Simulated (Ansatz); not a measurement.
# SiO2 (Cristobalite): the cost of one run

Method: DFT PBEsol, scalar-relativistic, plane waves, PAW, in Ansatz 0.2.0.

1 further run of the same task is left out (set aside as unsound or not needed).

## 1. Starting point

It takes space group P4_12_12 (No. 92, tetragonal). Conventional cell: a = 5.027 Å, b = 5.027 Å, c = 7.006 Å, α = 90.00°, β = 90.00°, γ = 90.00°. Si (site symmetry 2) has 4 O at 1.62 Å as nearest neighbours. O (site symmetry 1) has 2 Si at 1.62 Å as nearest neighbours.

Coordinates:

```
CELL_PARAMETERS angstrom
5.02689 0.00000 0.00000
0.00000 5.02689 0.00000
0.00000 0.00000 7.00564
ATOMIC_POSITIONS crystal
Si 0.29816 0.29816 0.00000
Si 0.20184 0.79816 0.25000
Si 0.70184 0.70184 0.50000
Si 0.79816 0.20184 0.75000
O 0.23957 0.10207 0.17842
O 0.39793 0.73957 0.42842
O 0.76043 0.89793 0.67842
O 0.60207 0.26043 0.92842
O 0.73957 0.39793 0.57158
O 0.89793 0.76043 0.32158
O 0.26043 0.60207 0.07158
O 0.10207 0.23957 0.82158
```

It is the result of an earlier relaxation at this level (volume 14.75 Å³/atom; gap on the mesh: 5.57 eV).

## 2. Band edges and mean potential of the bulk

Contents of input.yaml:

```yaml
crystal:
  lattice:
    - [5.0268851628, 0.0, 0.0]
    - [0.0, 5.0268851628, 0.0]
    - [0.0, 0.0, 7.005641358]
  atoms:
    - { symbol: Si, position: [0.2981585358, 0.2981585358, 0.0] }
    - { symbol: Si, position: [0.2018414642, 0.7981585358, 0.25] }
    - { symbol: Si, position: [0.7018414642, 0.7018414642, 0.5] }
    - { symbol: Si, position: [0.7981585358, 0.2018414642, 0.75] }
    - { symbol: O, position: [0.2395719894, 0.1020662051, 0.1784158048] }
    - { symbol: O, position: [0.3979337949, 0.7395719894, 0.4284158048] }
    - { symbol: O, position: [0.7604280106, 0.8979337949, 0.6784158048] }
    - { symbol: O, position: [0.6020662051, 0.2604280106, 0.9284158048] }
    - { symbol: O, position: [0.7395719894, 0.3979337949, 0.5715841952] }
    - { symbol: O, position: [0.8979337949, 0.7604280106, 0.3215841952] }
    - { symbol: O, position: [0.2604280106, 0.6020662051, 0.0715841952] }
    - { symbol: O, position: [0.1020662051, 0.2395719894, 0.8215841952] }
basis:
  ecutwfc: 420
kpoints:
  mp_grid: { grid: [6, 6, 4] }
  band_path: { path: [VBM, CBM], npoints: 2 }
hamiltonian:
  xc: pbesol
scf:
  occupations: { method: gaussian, width: 0.02 }
output:
  forces: true
  stress: true
  eigenvalues: true
```

On the command line:

```sh
> ansatz run input.yaml --threads 4 --pin off --max-ram 10240MiB --backend cpu --events-out ev --progress --plain --runs-dir out
```

What time and memory should one allow on 4 threads of AMD EPYC (Zen 3), shared host?

About 60 s, with a peak of 0.59 GiB.
